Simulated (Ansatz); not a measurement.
Al2O3 (Corundum) under changes of volume

One of the cells (8.502 Å³/atom); the others are scaled copies at fixed shape and fractional positions:

```
CELL_PARAMETERS angstrom
2.38025 1.37424 4.33187
-2.38025 1.37424 4.33187
0.00000 -2.74848 4.33187
ATOMIC_POSITIONS crystal
Al 0.85216 0.85216 0.85216
Al 0.64784 0.64784 0.64784
Al 0.14784 0.14784 0.14784
Al 0.35216 0.35216 0.35216
O 0.05668 0.75000 0.44332
O 0.75000 0.44332 0.05668
O 0.44332 0.05668 0.75000
O 0.94332 0.25000 0.55668
O 0.25000 0.55668 0.94332
O 0.55668 0.94332 0.25000
```

- Program: Ansatz 0.2.0
- Functional: revPBE
- Dispersion: D4
- Potentials or basis: Ansatz PAW
- Cutoff: 420 eV (not typed: the program's choice for these potentials)
- k mesh: 7 × 7 × 7
- Occupations: fermi-dirac, width 0.05 eV
- Spin: no spin polarisation

```csv
volume (Å³/atom),energy over the lowest point (meV/atom),pressure (GPa),gap on the mesh (eV),largest force (eV/Å)
7.992,?,?,?,?
8.162,12.70,11.6,6.81,0.073
8.332,3.45,5.9,6.54,0.052
8.502,0.00,0.7,6.29,0.032
8.672,1.73,-3.9,6.04,0.014
8.842,8.16,-8.1,5.80,0.018
9.012,18.87,-12.0,5.57,0.030
```

What does the run at 7.992 Å³/atom give?

Energy over the lowest point 28.28 meV/atom; pressure 17.9 GPa; gap on the mesh 7.08 eV; largest force 0.095 eV/Å.

Worked out: A Birch-Murnaghan fit of order 3 (a polynomial in V^(-2/3)) to the other rows has its minimum at 8.53 Å³/atom with B0 = V·E''(V) = 242 GPa and B' = 4.1 at fixed shape and positions, which overstates the stiffness. It gives 28.32 meV/atom at 7.992 Å³/atom, against the run's 28.28, and -dE/dV = 17.9 GPa, against 17.9. A straight line through the other rows of the gap, of slope -12.5 eV per unit of ln V (its deformation potential), extrapolates to 7.07 eV, against the run's 7.08.

Energies are extrapolated to zero smearing.

Caveats: odd divisions of the mesh miss points on the zone boundary, where band edges often lie, so the gap on the mesh can be too wide; the PAW data sets come from PBE, with cores solved anew for the run's functional, which leaves a small shift of forces and pressure.

A mesh can miss the band edges.
